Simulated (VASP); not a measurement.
Set up this calculation in VASP 6.6.1, as the native input.

```
Task                   : relaxation of cell and atoms
Functional             : PBE
Dispersion             : D3(BJ)
Potentials or basis    : VASP PAW PBE potentials, release 64 (Se, Mo_sv)
Cutoff                 : 600 eV
k mesh                 : 12 × 12 × 1
Occupations            : gaussian, width 0.03 eV
Spin                   : no spin polarisation
Further INCAR settings : ALGO = Normal; EDIFF = 1e-07; IBRION = 2; EDIFFG = -0.005; NSW = 90; ISIF = 3
```

The structure of MoSe2 lies in POSCAR:

```
MoSe2                                   
1.0
    3.2800050236     -0.0000000000      0.0000000000
   -1.6400025118      2.8405676774      0.0000000000
    0.0000000000      0.0000000000     40.5750000000
  Se              Mo            
     8     4
Direct
     0.3333333300000021    0.6666666699999979    0.2234526769459009
     0.3333333300000021    0.6666666699999979    0.3060780561013432
     0.6666666699999979    0.3333333300000021    0.3801688035893028
     0.6666666699999979    0.3333333300000021    0.4627363946363049
     0.3333333300000021    0.6666666699999979    0.5372636053636953
     0.3333333300000021    0.6666666699999979    0.6198311964106971
     0.6666666699999979    0.3333333300000021    0.6939219438986568
     0.6666666699999979    0.3333333300000021    0.7765473230540991
     0.6666666699999979    0.3333333300000021    0.2647695200224557
     0.3333333300000021    0.6666666699999979    0.4214508587641813
     0.6666666699999979    0.3333333300000021    0.5785491412358182
     0.3333333300000021    0.6666666699999979    0.7352304799775442
```

These files were run (other wordings do the same):

INCAR

```
ALGO     = Normal         # electronic algorithm
EDIFF    = 1E-7           # SCF threshold, eV
EDIFFG   = -0.005         # ionic threshold
ENCUT    = 600            # plane-wave cutoff, eV
GGA      = PE             # functional
IBRION   = 2              # ionic algorithm
ISIF     = 3              # what is computed and relaxed
ISMEAR   = 0              # smearing method
IVDW     = 12             # dispersion correction
KPAR     = 8            
LASPH    = T              # aspherical terms in the spheres
LATTICE_CONSTRAINTS= .TRUE. .TRUE. .FALSE.
LCHARG   = F              # write CHGCAR
LREAL    = F              # projectors in reciprocal space
LWAVE    = F              # write WAVECAR
NELM     = 80             # most SCF steps
NSW      = 90             # ionic steps
PREC     = Accurate       # precision mode
SIGMA    = 0.03           # smearing width, eV
```

KPOINTS

```
k-points
0
Gamma
  12 12 1
```

Potentials or basis: VASP PAW PBE potentials, release 64 (Se, Mo_sv).

Launch:

```bash
$ cat potpaw_PBE.64/Se/POTCAR potpaw_PBE.64/Mo_sv/POTCAR > POTCAR
$ mpirun -np 8 vasp_std > vasp.out
```

Results of the run:

```yaml
Relaxed_volume: 31.50 Å³/atom
Relaxed_cell: a = 3.280 Å, b = 3.280 Å, c = 40.575 Å, α = 90.00°, β = 90.00°, γ = 120.00°
Space_group_after_relaxing_to_0.05_Å: P-3m1 (No. 164)
Energy_gained_by_relaxing: 0.0 meV/atom
Ionic_steps: 12
Largest_force_after_relaxing: 0.003 eV/Å
Band_gap_on_the_k_mesh: 0.87 eV, indirect (least direct gap 1.48 eV)
Dispersion_energy_per_atom: -0.444 eV
```

It took 15 min on 8 MPI ranks on Intel(R) Xeon(R) Platinum 8559C (Emerald Rapids) (shared host), peak memory 0.88 GiB a rank.
